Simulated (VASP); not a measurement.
Wanted: the native input for a VASP 6.6.1 run.

```yaml
Task: single point
Functional: PBEsol
Potentials_or_basis: VASP PAW PBE potentials, release 64 (Ba_sv, Ti_sv, O_h)
Cutoff: 900 eV
k_mesh: 8 × 8 × 8
Occupations: gaussian, width 0.02 eV
Spin: no spin polarisation
Further_INCAR_settings: ALGO = Normal; EDIFF = 1e-07
```

The structure of BaTiO3 lies in POSCAR:

```
BaTiO3
1.0
    3.9665800000      0.0000000000      0.0000000000
    0.0000000000      3.9665800000      0.0000000000
    0.0000000000      0.0000000000      4.0656500000
Ba Ti O
1 1 3
Direct
    0.5000000000      0.5000000000      0.5821900000
    0.0000000000      0.0000000000      0.0986100000
    0.0000000000      0.5000000000      0.0638500000
    0.5000000000      0.0000000000      0.0638500000
    0.0000000000      1.0000000000      0.5515000000
```

The cell is a database's computed one.

These files were run (other wordings do the same):

INCAR

```
SYSTEM = BaTiO3
PREC     = Accurate       ! precision mode
ENCUT    = 900            ! plane-wave cutoff, eV
EDIFF    = 1E-7           ! SCF threshold, eV
ISMEAR   = 0              ! smearing method
SIGMA    = 0.02           ! smearing width, eV
LREAL    = .False.        ! projectors in reciprocal space
LASPH    = .True.         ! aspherical terms in the spheres
NELM     = 60             ! most SCF steps
ALGO     = Normal         ! electronic algorithm
ISIF     = 2              ! what is computed and relaxed
LWAVE    = .False.        ! write WAVECAR
LCHARG   = .False.        ! write CHGCAR
GGA      = PS             ! functional
```

KPOINTS

```
Automatic mesh
0
Gamma
  8 8 8
  0 0 0
```

Potentials or basis: VASP PAW PBE potentials, release 64 (Ba_sv, Ti_sv, O_h).

Run with:

```bash
$ cat potpaw_PBE.64/Ba_sv/POTCAR potpaw_PBE.64/Ti_sv/POTCAR potpaw_PBE.64/O_h/POTCAR > POTCAR
$ mpirun -np 1 vasp_std > vasp.out
```

Results of the run:

| Item | Value |
| --- | --- |
| Pressure | -0.3 GPa |
| Largest force | 0.034 eV/Å |
| Band gap on the k mesh | 1.77 eV, indirect (least direct gap 2.19 eV) |

Caveat: the cutoff is under 1.25 times the usual one of these potentials, so pressure, stress and relaxed cells hold a basis-set (Pulay) error; the PAW data sets were made with another functional, which shifts forces and pressure a little; spin-orbit coupling is left out, which moves the levels of the heavy elements.

Run time: 110 s on 1 thread of Intel(R) Xeon(R) 6975P-C (Granite Rapids) (shared host), peak memory 0.44 GiB.
